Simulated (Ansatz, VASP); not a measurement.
**Mo in VASP and in Ansatz**

```
Mo
1.0
     3.08265    0.00000    0.00000
     0.00000    3.08265    0.00000
     0.00000    0.00000    3.31710
Mo
2
Direct
  0.00000 0.00000 0.00000
  0.50000 0.50000 0.50000
```

Change from the starting cell: uniaxial strain along c, a, b and atoms relaxed: +6.0 %.

Alike in both runs: functional PBEsol; k mesh 14 × 14 × 14; occupations gaussian, width 0.1 eV; no spin polarisation.

Ansatz relaxed the structure, and its values are those at the end. VASP's run is a single point on that final structure, the one shown.

|  | VASP | Ansatz |
| --- | --- | --- |
| version | VASP 6.6.1 | Ansatz 0.2.0 |
| potentials or method | VASP PAW PBE potentials, release 64 (Mo_sv) | scalar-relativistic, plane waves, PAW |
| plane-wave cutoff (eV) | 520 | 420 |
| valence electrons in the cell | 28 | 28 |

|  | VASP | Ansatz | Ansatz less VASP |
| --- | --- | --- | --- |
| gap on the k mesh at the Fermi level (eV) | none | none | - |
| pressure (GPa) | -6.2 | -6.6 | -0.47 |

A gap of «none» marks a metal or a gap that the smearing closes.

Caveats: the PAW data sets were made with another functional, which shifts forces and pressure a little (VASP).
